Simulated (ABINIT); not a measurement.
The system is BaTiO3.

```
Ba Ti O
1.0
     4.00600    0.00000    0.00000
     0.00000    4.00600    0.00000
     0.00000    0.00000    4.00600
Ba Ti O
1 1 3
Direct
  0.50000 0.50000 0.50000
  0.00000 0.00000 0.00000
  0.00000 0.00000 0.50000
  0.00000 0.50000 0.00000
  0.50000 0.00000 0.00000
```

* Program: ABINIT 10.8.3 (patched build)
* Task: relaxation of cell and atoms
* Functional: LDA
* Potentials or basis: PseudoDojo NC SR LDA v0.4.1 standard
* Cutoff: 1143 eV
* k mesh: 5 × 5 × 5
* Occupations: fermi-dirac, width 0.05 eV
* Spin: no spin polarisation

At the start: pressure -8.9 GPa; volume 12.86 Å³/atom.

Problem. How do energy, volume and symmetry change on relaxing?

Solution. Over 5 steps the energy falls by 18.9 meV/atom and the volume is 12.21 Å³/atom (-5.0 %); space group Pm-3m (No. 221, to 0.05 Å).

The path:
```
step  energy change (eV)  largest force (eV/Å)  pressure (GPa)  volume (Å³)
   1              0.0000                0.0000           -8.95        64.29
   2             -0.0734                0.0000           -4.43        62.54
   3             -0.0942                0.0000            0.36        60.95
   4             -0.0943                0.0000           -0.01        61.07
   5             -0.0943                0.0000            0.00        61.07
```

Final structure:
```
Ba Ti O
1.0
     3.93795    0.00000    0.00000
     0.00000    3.93795    0.00000
     0.00000    0.00000    3.93795
Ba Ti O
1 1 3
Cartesian
  1.9690 1.9690 1.9690
  0.0000 0.0000 0.0000
  0.0000 0.0000 1.9690
  0.0000 1.9690 0.0000
  1.9690 0.0000 0.0000
```

Caveat: this set's barium file shifts pressures by 1 GPa against other sets; this release of the barium file is off.
